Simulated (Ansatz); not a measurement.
Band structure of Ti

```yaml
crystal:
  lattice:
    - [0.00000, 2.05457, 2.05457]
    - [2.05457, 0.00000, 2.05457]
    - [2.05457, 2.05457, 0.00000]
  atoms:
    - { symbol: Ti, position: [0.00000, 0.00000, 0.00000] }
```

The cell is the one relaxed in the Materials Project (mp-6985), not relaxed further here; entries there can be hypothetical.

The calculation used Ansatz 0.2.0, DFT, PBE, all-electron LAPW, Dirac equation with spin-orbit coupling.

Sampling and basis: a Γ-centred 14×14×14 k mesh, Fermi–Dirac smearing of 0.03 eV, basis error target 0.5 meV/atom, no spin polarisation.

Points in fractions of the reciprocal vectors of this cell: Γ (0, 0, 0), X (0.5, 0, 0.5), U (0.625, 0.25, 0.625), K (0.375, 0.375, 0.75), L (0.5, 0.5, 0.5), W (0.5, 0.25, 0.75). The path joins them by straight lines in the order Γ–X–U–K–Γ–L–W–X; legs that retrace an earlier one aren't tabulated. Energies are in eV from the Fermi level.

Problem. Metal or insulator at this level of theory?

Solution. No gap opens: metallic or semimetallic.

Problem. Tabulate bands 9 to 15, counted from the lowest band of the run, along the path.

Solution. 
| k (1/Å) | point | band 9 | band 10 | band 11 | band 12 | band 13 | band 14 | band 15 |
| --- | --- | --- | --- | --- | --- | --- | --- | --- |
| 0.00 | Γ | -6.07 | -6.07 | 0.87 | 0.87 | 0.87 | 0.87 | 0.90 |
| 0.31 |  | -5.65 | -5.65 | 0.57 | 0.57 | 1.06 | 1.06 | 1.08 |
| 0.61 |  | -4.50 | -4.50 | -0.17 | -0.17 | 1.50 | 1.50 | 1.62 |
| 0.92 |  | -3.14 | -3.14 | -0.95 | -0.95 | 1.07 | 1.07 | 2.47 |
| 1.22 |  | -2.58 | -2.58 | -1.51 | -1.51 | 1.92 | 1.92 | 3.40 |
| 1.53 | X | -2.57 | -2.57 | -1.71 | -1.71 | 2.84 | 2.84 | 3.58 |
| 1.64 |  | -2.54 | -2.54 | -1.69 | -1.69 | 2.54 | 2.54 | 3.53 |
| 1.75 |  | -2.42 | -2.42 | -1.61 | -1.61 | 2.03 | 2.03 | 3.37 |
| 1.85 |  | -2.24 | -2.24 | -1.49 | -1.49 | 1.53 | 1.53 | 3.14 |
| 1.96 |  | -2.00 | -2.00 | -1.35 | -1.35 | 1.08 | 1.08 | 2.88 |
| 2.07 | U | -1.72 | -1.72 | -1.22 | -1.22 | 0.68 | 0.68 | 2.60 |
| 2.26 |  | -1.52 | -1.52 | -1.09 | -1.09 | 0.35 | 0.35 | 2.36 |
| 2.44 |  | -1.35 | -1.35 | -0.84 | -0.84 | -0.10 | -0.10 | 2.14 |
| 2.63 |  | -1.35 | -1.35 | -0.84 | -0.84 | -0.10 | -0.10 | 2.14 |
| 2.82 |  | -1.52 | -1.52 | -1.09 | -1.09 | 0.35 | 0.35 | 2.36 |
| 3.01 | K | -1.72 | -1.72 | -1.22 | -1.22 | 0.68 | 0.68 | 2.60 |
| 3.33 |  | -1.36 | -1.36 | -0.71 | -0.71 | -0.14 | -0.14 | 1.92 |
| 3.65 |  | -2.63 | -2.63 | -0.33 | -0.33 | 0.32 | 0.32 | 1.68 |
| 3.98 |  | -4.31 | -4.31 | 0.01 | 0.01 | 1.03 | 1.03 | 1.50 |
| 4.30 |  | -5.60 | -5.60 | 0.59 | 0.59 | 1.04 | 1.04 | 1.06 |
| 4.63 | Γ | -6.07 | -6.07 | 0.87 | 0.87 | 0.87 | 0.87 | 0.90 |
| 4.89 |  | -5.75 | -5.75 | 0.69 | 0.69 | 0.98 | 0.98 | 1.00 |
| 5.16 |  | -4.87 | -4.87 | 0.27 | 0.27 | 1.14 | 1.14 | 1.17 |
| 5.42 |  | -3.69 | -3.69 | -0.02 | -0.02 | 1.04 | 1.04 | 1.07 |
| 5.69 |  | -2.82 | -2.82 | 0.24 | 0.24 | 0.84 | 0.84 | 0.87 |
| 5.95 | L | -2.58 | -2.58 | 0.63 | 0.63 | 0.75 | 0.75 | 0.78 |
| 6.17 |  | -2.40 | -2.40 | 0.18 | 0.18 | 0.78 | 0.78 | 0.91 |
| 6.38 |  | -1.89 | -1.89 | -0.47 | -0.47 | 0.47 | 0.47 | 1.32 |
| 6.60 |  | -1.23 | -1.23 | -1.03 | -1.03 | 0.05 | 0.05 | 1.86 |
| 6.82 |  | -1.40 | -1.40 | -0.64 | -0.64 | -0.27 | -0.27 | 2.14 |
| 7.03 | W | -1.52 | -1.52 | -0.39 | -0.39 | -0.38 | -0.38 | 2.14 |
| 7.19 |  | -1.66 | -1.66 | -0.86 | -0.86 | 0.18 | 0.18 | 2.32 |
| 7.34 |  | -1.96 | -1.96 | -1.23 | -1.23 | 0.84 | 0.84 | 2.72 |
| 7.49 |  | -2.28 | -2.28 | -1.50 | -1.50 | 1.56 | 1.56 | 3.16 |
| 7.64 |  | -2.50 | -2.50 | -1.66 | -1.66 | 2.32 | 2.32 | 3.47 |
| 7.80 | X | -2.57 | -2.57 | -1.71 | -1.71 | 2.84 | 2.84 | 3.58 |
